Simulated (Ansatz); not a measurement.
## Tl under changes of volume

One of the cells (28.575 Å³/atom); the others are scaled copies at fixed shape and fractional positions:

```
Tl
1.0
     3.45600    0.00000    0.00000
    -1.72800    2.99298    0.00000
     0.00000    0.00000    5.52500
Tl
2
Direct
  0.66667 0.33333 0.75000
  0.33333 0.66667 0.25000
```

```yaml
Program: Ansatz 0.2.0
Functional: r2SCAN
Potentials_or_basis: Ansatz PAW
Cutoff: "500 eV (not typed: the program's choice for these potentials)"
k_mesh: 9 × 9 × 5
Occupations: fermi-dirac, width 0.01 eV
Spin: spin-orbit coupling, no magnetisation
```

```tsv
volume (Å³/atom)	energy over the lowest point (meV/atom)	pressure (GPa)
26.860	37.31	4.5
27.432	?	?
28.003	12.97	2.4
28.575	5.99	1.6
29.146	1.76	0.8
29.718	0.00	0.2
30.289	0.55	-0.5
```

Task: What does the run at 27.432 Å³/atom give?

Result: Energy over the lowest point 23.27 meV/atom; pressure 3.4 GPa.

Worked out: A Birch-Murnaghan fit of order 3 (a polynomial in V^(-2/3)) to the other rows has its minimum at 29.87 Å³/atom with B0 = V·E''(V) = 31 GPa and B' = 5.9 at fixed shape and positions, which overstates the stiffness. It gives 23.30 meV/atom at 27.432 Å³/atom, against the run's 23.27, and -dE/dV = 3.4 GPa, against 3.4.

Energies are extrapolated to zero smearing.

Caveats: the PAW data sets come from PBE, with cores solved anew for the run's functional, which leaves a small shift of forces and pressure.
